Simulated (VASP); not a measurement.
# SnSe (Pm-3m) in VASP: further runs, part 2 of 2

VASP 6.6.1. The steps go on from the part before.

### 6 Relaxation of the atoms, LDA (a relaxed cell with its volume scaled by 1.02)

Input file INCAR:

```
ALGO = Normal
EDIFF = 1E-7
EDIFFG = -0.01
ENCUT = 600
IBRION = 2
ISIF = 2
ISMEAR = 0
LASPH = True
LCHARG = False
LREAL = False
LWAVE = False
NELM = 80
NSW = 40
PREC = Accurate
SIGMA = 0.03
```

Input file KPOINTS:

```
k-points
0
Gamma
  8 8 8
```

Input file POSCAR:

```
SnSe                                    
1.0
    3.6019798467      0.0000000000      0.0000000000
    0.0000000000      3.6019798467      0.0000000000
    0.0000000000      0.0000000000      3.6019798467
  Sn              Se            
     1     1
Direct
     0.5000000000000000    0.5000000000000000    0.5000000000000000
     0.0000000000000000    0.0000000000000000    0.0000000000000000
```

Potentials or basis: VASP PAW LDA potentials, release 64 (Sn_d, Se).

On the command line:

```bash
> cat potpaw_LDA.64/Sn_d/POTCAR potpaw_LDA.64/Se/POTCAR > POTCAR
> mpirun -np 1 vasp_std > vasp.out
```

OUTCAR:

```text
EDIFF = 1E-7
   EDIFFG = -0.01
   ENCUT = 600
   IBRION = 2
   ISIF = 2
   ISMEAR = 0
   LASPH = True
   LREAL = False
   NELM = 80
   NSW = 40
   PREC = Accurate

 ion  position               nearest neighbor table
   1  0.500  0.500  0.500-   2 3.12   2 3.12   2 3.12   2 3.12   2 3.12   2 3.12   2 3.12   2 3.12

   2  0.000  0.000  0.000-   1 3.12   1 3.12   1 3.12   1 3.12   1 3.12   1 3.12   1 3.12   1 3.12

  LATTYP: Found a simple cubic cell.
 ALAT       =     3.6019798467

  Lattice vectors:

 A1 = (   3.6019798467,   0.0000000000,   0.0000000000)
 A2 = (   0.0000000000,   3.6019798467,   0.0000000000)
 A3 = (   0.0000000000,   0.0000000000,   3.6019798467)

Analysis of symmetry for initial positions (statically):
=====================================================================
 Subroutine PRICEL returns:
 Original cell was already a primitive cell.

 Routine SETGRP: Setting up the symmetry group for a
 simple cubic supercell.

 Subroutine GETGRP returns: Found 48 space group operations
 (whereof 48 operations were pure point group operations)
 out of a pool of 48 trial point group operations.

[... 182 lines left out ...]
      9       4.8037      2.00000
     10       4.8037      2.00000
     11      11.1251      0.00000
     12      11.1251      0.00000
     13      13.2107      0.00000
     14      13.2107      0.00000
[... 377 lines left out ...]
      1     -14.6164      2.00000
      2     -14.5971      2.00000
      3     -14.5829      2.00000
      4     -14.5784      2.00000
      5     -14.5356      2.00000
      6      -5.4228      2.00000
      7      -0.1364      2.00000
      8       2.0501      2.00000
      9       2.8448      2.00000
     10       5.8689      2.00000
     11       9.1535      0.00000
     12      10.0142      0.00000
     13      11.2738      0.00000
     14      14.4931      0.00000

 [... further k-points ...]

------------------------ aborting loop because EDIFF is reached ----------------------------------------

  FORCE on cell =-STRESS in cart. coord.  units (eV):
  Direction    XX          YY          ZZ          XY          YZ          ZX
  --------------------------------------------------------------------------------------
  -------------------------------------------------------------------------------------
  Total       -0.3532203     -0.3532203     -0.3532203     -0.0000000      0.0000000      0.0000000
  in kB      -12.1096736    -12.1096736    -12.1096736     -0.0000000      0.0000000      0.0000000
  external PRESSURE =     -12.1096736 kB  Pullay stress =       0.0000000 kB

 VOLUME and BASIS-vectors are now :
 -----------------------------------------------------------------------------
  energy-cutoff  :      600.00
  volume of cell :       46.73
      direct lattice vectors                 reciprocal lattice vectors
     3.601979847  0.000000000  0.000000000     0.277625096  0.000000000  0.000000000
     0.000000000  3.601979847  0.000000000     0.000000000  0.277625096  0.000000000
     0.000000000  0.000000000  3.601979847     0.000000000  0.000000000  0.277625096

 POSITION                                       TOTAL-FORCE (eV/Angst)
 -----------------------------------------------------------------------------------
      1.80099      1.80099      1.80099         0.000000      0.000000      0.000000
      0.00000      0.00000      0.00000         0.000000      0.000000      0.000000
 -----------------------------------------------------------------------------------
    total drift:                                0.000000      0.000000      0.000000

  FREE ENERGIE OF THE ION-ELECTRON SYSTEM (eV)
  ---------------------------------------------------
  free  energy   TOTEN  =        -9.0578586993 eV

  energy  without entropy=       -9.0571755588  energy(sigma->0) =       -9.05751713

 reached required accuracy - stopping structural energy minimisation
```

OSZICAR:

```text
N       E                     dE             d eps       ncg     rms          rms(c)
DAV:   1     0.132935220951E+03    0.13294E+03   -0.11437E+04   986   0.209E+03
DAV:   2     0.251229624252E+01   -0.13042E+03   -0.12786E+03  1052   0.440E+02
DAV:   3    -0.902175017783E+01   -0.11534E+02   -0.11201E+02  1280   0.102E+02
DAV:   4    -0.928380388802E+01   -0.26205E+00   -0.26196E+00  1094   0.168E+01
DAV:   5    -0.928998419686E+01   -0.61803E-02   -0.61802E-02  1360   0.276E+00    0.322E+00
DAV:   6    -0.906689037848E+01    0.22309E+00   -0.57663E-01  1418   0.580E+00    0.199E+00
DAV:   7    -0.906063053905E+01    0.62598E-02   -0.58075E-02  1188   0.139E+00    0.977E-01
DAV:   8    -0.905826867758E+01    0.23619E-02   -0.85120E-03  1070   0.819E-01    0.910E-02
DAV:   9    -0.905787329715E+01    0.39538E-03   -0.23252E-03  1408   0.365E-01    0.421E-02
DAV:  10    -0.905787929285E+01   -0.59957E-05   -0.37492E-04  1268   0.147E-01    0.204E-02
DAV:  11    -0.905785840058E+01    0.20892E-04   -0.68616E-05  1258   0.639E-02    0.339E-03
DAV:  12    -0.905785876510E+01   -0.36453E-06   -0.86359E-06  1100   0.165E-02    0.289E-03
DAV:  13    -0.905785869934E+01    0.65758E-07   -0.39988E-07  1132   0.693E-03
   1 F= -.90578587E+01 E0= -.90575171E+01  d E =-.905786E+01
```

CONTCAR:

```text
SnSe
   1.00000000000000
     3.6019798466999999    0.0000000000000000    0.0000000000000000
     0.0000000000000000    3.6019798466999999    0.0000000000000000
     0.0000000000000000    0.0000000000000000    3.6019798466999999
  Sn              Se
     1     1
Direct
     0.5000000000000000    0.5000000000000000    0.5000000000000000
     0.0000000000000000    0.0000000000000000    0.0000000000000000

  0.00000000E+00  0.00000000E+00  0.00000000E+00
  0.00000000E+00  0.00000000E+00  0.00000000E+00
```

Wall time 17 s (1 thread of AMD EPYC 7R13 (Zen 3), shared host); peak memory 0.13 GiB.

What came out:

```
Free energy             : -9.0579 eV
Pressure after relaxing : -1.2 GPa
Band gap on the k mesh  : none (metal or under the smearing width)
```

Final structure:
```cif
data_structure
_symmetry_space_group_name_H-M 'P 1'
_symmetry_Int_Tables_number 1
_cell_length_a 3.6020
_cell_length_b 3.6020
_cell_length_c 3.6020
_cell_angle_alpha 90.000
_cell_angle_beta 90.000
_cell_angle_gamma 90.000
_cell_volume 46.73
loop_
_atom_site_label
_atom_site_type_symbol
_atom_site_fract_x
_atom_site_fract_y
_atom_site_fract_z
_atom_site_occupancy
Sn1 Sn 0.50000 0.50000 0.50000 1
Se1 Se 0.00000 0.00000 0.00000 1
```

Caveat: the relaxation stopped at its first step, so nothing moved.

### 7 The runs side by side

| cell | gap on the mesh (eV) | pressure (GPa) |
| --- | --- | --- |
| atoms relaxed from: a relaxed cell with its volume scaled by 0.94 | none | 4.8 |
| atoms relaxed from: a relaxed cell with its volume scaled by 0.96 | none | 3.1 |
| atoms relaxed from: a relaxed cell with its volume scaled by 0.98 | none | 1.4 |
| atoms relaxed | none | 0.0 |
| atoms relaxed from: a relaxed cell with its volume scaled by 1.02 | none | -1.2 |

Alike in all rows: task relaxation of the atoms; level LDA; potentials or basis VASP PAW LDA potentials, release 64 (Sn_d, Se); no spin polarisation; k mesh 8 × 8 × 8; cutoff (eV) 600; smearing gaussian 0.03 eV.

Caveats: the relaxation stopped at its first step, so nothing moved.

Total energies depend on the potentials used, so only differences within one code and one set of settings carry meaning.
